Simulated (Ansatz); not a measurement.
two structures of Ga, a comparison of enthalpies under pressure

Program: Ansatz's Python interface.

`transition_ga.py`
```python
"""Enthalpies of two structures of Ga under pressure."""

import ansatz
import numpy as np
import pandas as pd


def diamond(first, a):
    return (
        ansatz.Lattice.fcc(a)
        .space_group(227, origin_choice=1)
        .atom(first, (0, 0, 0))
        .primitive()
    )


def bcc(A, a):
    return (
        ansatz.Lattice.bcc(a)
        .space_group(229)
        .atom(A, (0, 0, 0))
        .primitive()
    )


def run_phase(name, crystal, pressure=0.0):
    calc = crystal.calculation()
    calc = calc.functional("pbe", dispersion="d3bj")
    calc = calc.mixing("anderson")
    calc = calc.eigensolver("davidson").scf(tolerance=1e-07, self_checks="high")
    calc = calc.basis(460).kpoints(spacing=0.39)
    calc = calc.occupations("fermi_dirac", width=0.1)
    calc = calc.relax(force_tolerance=0.02, cell=True, pressure=pressure)
    return calc.run()


def volume_per_atom(outcome):
    return abs(np.linalg.det(outcome.lattice.cell_ang)) / len(outcome.lattice.sites)

phases = {}
phases["diamond"] = diamond("Ga", 5.39)
phases["bcc"] = bcc("Ga", 3.11)

# enthalpy per atom at each pressure
pressures = [0, 10, 20, 30]
enthalpy, volume = {name: [] for name in phases}, {name: [] for name in phases}
for p in pressures:
    for name, crystal in phases.items():
        o = run_phase(name, crystal, pressure=p)
        volume[name].append(volume_per_atom(o))
        enthalpy[name].append(o.report["energy_sigma0_ev"] / len(o.lattice.sites) + p * volume[name][-1] / 160.21766)
gap = np.array(enthalpy["bcc"]) - np.array(enthalpy["diamond"])
rows = [(p, va, vb, 1000 * d) for p, va, vb, d in zip(pressures, volume["diamond"], volume["bcc"], gap)]
print(pd.DataFrame(rows, columns=["P (GPa)", "V diamond (A^3/atom)", "V bcc (A^3/atom)", "H(bcc) - H(diamond) (meV/atom)"]).round(4).to_string(index=False))
crossings = [p0 - g0 * (p1 - p0) / (g1 - g0) for p0, p1, g0, g1 in zip(pressures, pressures[1:], gap, gap[1:]) if g0 * g1 < 0]
print("crossing near", [round(float(p), 1) for p in crossings], "GPa") if crossings else print("no crossing in this range")
```

```console
$ python transition_ga.py
DeckWarning: relax.cell: scf.convergence.dr2_threshold = 1e-7 eV (the SCF's general default) is looser than the 2e-10 eV advised for a relaxation that steers and ends on the stress (1e-10 eV for each atom of the cell: 2). What an SCF threshold leaves in a stress goes as its square root, and in the free energy as the threshold itself, and one threshold admits the most on a small cell: of the crystals measured, under no hybrid functional and no lock of the moments, on runs that ended without the [...]
DeckWarning: relax.cell: scf.convergence.dr2_threshold = 1e-7 eV (the SCF's general default) is looser than the 1e-10 eV advised for a relaxation that steers and ends on the stress (1e-10 eV for each atom of the cell: 1). What an SCF threshold leaves in a stress goes as its square root, and in the free energy as the threshold itself, and one threshold admits the most on a small cell: of the crystals measured, under no hybrid functional and no lock of the moments, on runs that ended without the [...]
 P (GPa)  V diamond (A^3/atom)  V bcc (A^3/atom)  H(bcc) - H(diamond) (meV/atom)
       0               24.3998           18.3324                       -290.9288
      10               20.6390           16.0089                       -613.5196
      20               18.7412           14.7115                       -884.2355
      30               17.4626           13.8245                      -1124.9692
no crossing in this range
```
(Warnings from the package without file and line, shortened.)

What to keep in mind:
- The settings weren't tested for convergence.
- At a fixed pressure a relaxation lowers the enthalpy F + PV, while F alone can rise.
- Dispersion corrections can be off by several per cent in the lattices of metals, and by several GPa in the pressure at a fixed cell.
- For the metals among these phases the mesh is modest: differences between phases can be off by up to 40 meV an atom.
- Only these two structures are compared, at zero temperature and with their symmetry kept; either may be hypothetical, and another phase may be lower than both. Differences under about 40 meV an atom lie within the error of mesh and functional.
- The cells are prototypes set up for this calculation and needn't exist.
- It ran for 19 s on 1 thread of Intel(R) Xeon(R) Platinum 8488C (Sapphire Rapids), on a shared host, peak memory 0.45 GiB.
